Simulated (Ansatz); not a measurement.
This log comes from Ansatz, run on ZrSe₂, CdI2 type. The starting cell comes from a relaxation with PBE-D3(BJ).

The cell given to it:
```cif
data_structure
_symmetry_space_group_name_H-M 'P 1'
_symmetry_Int_Tables_number 1
_cell_length_a 3.7455
_cell_length_b 3.7455
_cell_length_c 6.0123
_cell_angle_alpha 90.000
_cell_angle_beta 90.000
_cell_angle_gamma 120.000
_cell_volume 73.04
loop_
_atom_site_label
_atom_site_type_symbol
_atom_site_fract_x
_atom_site_fract_y
_atom_site_fract_z
_atom_site_occupancy
Zr1 Zr 0.00000 0.00000 0.00000 1
Se1 Se 0.33333 0.66667 0.26482 1
Se2 Se 0.66667 0.33333 0.73518 1
```

The output, standing remarks left out:
```
Crystal: 3 atoms, lattice volume = 73.044 Å³
Basis set: ecut = 500 eV, 1809 PW (Γ)
Bands: 27, of which v1, the nominal top of the filled ones, is band 22 counted from 1 (21 counted from 0)
Symmetry: 12 space group operations
Space group: P-3m1 (ITA 164)
k-points: 69 of 576
preconditioner: auto → Resta (q_TF=auto, 2.507 Å⁻¹)  ε∞=5.0  [insulator: Δε(μ)=0.512 eV  σ=0.020 eV  ℏωp=17.4 eV]
rVV10 density: all electrons in the spheres
SCF 1 converged in 7 iterations: F = -15151.914656 eV  dr2 = 3.76e-8
relax step 1: F+E_penalty+E_count = -15151.91465621 eV  max|allowed force component| = 1.639e-1 eV/Å  Δτ_max = 0.0000 Å  P = +1.324 GPa  Ω = 73.044 Å³
SCF 2 converged in 8 iterations: F = -15151.835954 eV  dr2 = 6.64e-8
relax step 2: F+E_penalty+E_count = -15151.83595427 eV  max|allowed force component| = 7.332e-1 eV/Å  Δτ_max = 0.1948 Å  P = +0.579 GPa  Ω = 81.971 Å³  (rejected)
SCF 3 converged in 10 iterations: F = -15151.936283 eV  dr2 = 1.45e-11
relax step 3: F+E_penalty+E_count = -15151.93628308 eV  max|allowed force component| = 5.182e-2 eV/Å  Δτ_max = 0.0694 Å  P = +0.049 GPa  Ω = 76.876 Å³
SCF 4 converged in 5 iterations: F = -15151.936993 eV  dr2 = 1.40e-7
relax step 4: F+E_penalty+E_count = -15151.93699317 eV  max|allowed force component| = 3.708e-3 eV/Å  Δτ_max = 0.0042 Å  P = +0.006 GPa  Ω = 76.754 Å³
SCF 5 converged in 4 iterations: F = -15151.937037 eV  dr2 = 1.37e-8
relax step 5: F+E_penalty+E_count = -15151.93703659 eV  max|allowed force component| = 1.658e-6 eV/Å  Δτ_max = 0.0011 Å  P = +0.013 GPa  Ω = 76.801 Å³
SCF 6 converged in 6 iterations: F = -15151.937714 eV  dr2 = 1.19e-11
relax step 6: F+E_penalty+E_count = -15151.93771422 eV  max|allowed force component| = 3.078e-5 eV/Å  Δτ_max = 0.0000 Å  P = +0.016 GPa  Ω = 76.801 Å³  (SCF on a basis re-selected at this cell)
Free energy (F): -15151.937714 eV
Fermi energy:    8.885852 eV
--- Per-component energies (eV) ---
  E_band       = -930.003190
  E_kinetic    = 569.574110
  E_local      = -5834.771404
  E_nonlocal   = -1114.016389
  E_hartree    = 2757.149510
  E_xc         = -349.539883
  E_vxc        = -422.787809
  E_paw        = -6819.543511
  E_vpaw       = 335.123359
  E_vtau       = 22.576423
  E_ewald      = -4357.095454
  E_core_change = -3.694282
--- Forces (eV/Å), atoms counted from 1 ---
  atom   1  Zr      0.00000      0.00000      0.00000
  atom   2  Se      0.00000      0.00000      0.00003
  atom   3  Se      0.00000      0.00000    -0.00003
--- Stress (GPa, compression-positive) ---
        0.012988       0.000000       0.000000
        0.000000       0.012988       0.000000
        0.000000       0.000000       0.021724
  P = ⅓ Tr σ = 0.0159 GPa (0.159 kbar)
--- Relaxed structure (5 steps of the walk, 4 accepted, 1 SCFs on fresh bases) ---
  F+E_penalty+E_count = -15151.93771422 eV   max|allowed force component| = 3.078e-5 eV/Å
  cell:  # Å, volume = 76.8014 Å³
    - [3.788112, 0.000000, 0.000000]
    - [-1.894056, 3.280602, 0.000000]
    - [0.000000, 0.000000, 6.180063]
  atoms:
    - { symbol: Zr, position: [0.000000, 0.000000, 0.000000] }
    - { symbol: Se, position: [0.333333, 0.666667, 0.253810] }
    - { symbol: Se, position: [0.666667, 0.333333, 0.746190] }
```

Task: Which of these blocks stood in the input: relax, gw, phonons, dielectric, magnetization (spin_orbit)?

Result: relax. The relax steps with a changing cell volume need the relax block with cell.

Task: Which k mesh was typed?

Result: 12×12×4, Γ-centred. This is one of several that fit.

Task: How were the bands filled?

Result: With smearing of width σ = 0.02 eV (Fermi-Dirac in this run).

Task: Which functional?

Result: r2SCAN+rVV10. The term E_vtau belongs to a meta-GGA, which reads the kinetic-energy density. The lines shown narrow the functional down without fixing it; this is the one that was run.

Command: `ansatz run input.yaml --threads 2 --pin off --max-ram 2211MiB --backend cpu --events-out ev --progress --plain --runs-dir out`.

The values are computed, spin-unpolarised, and not measurements.
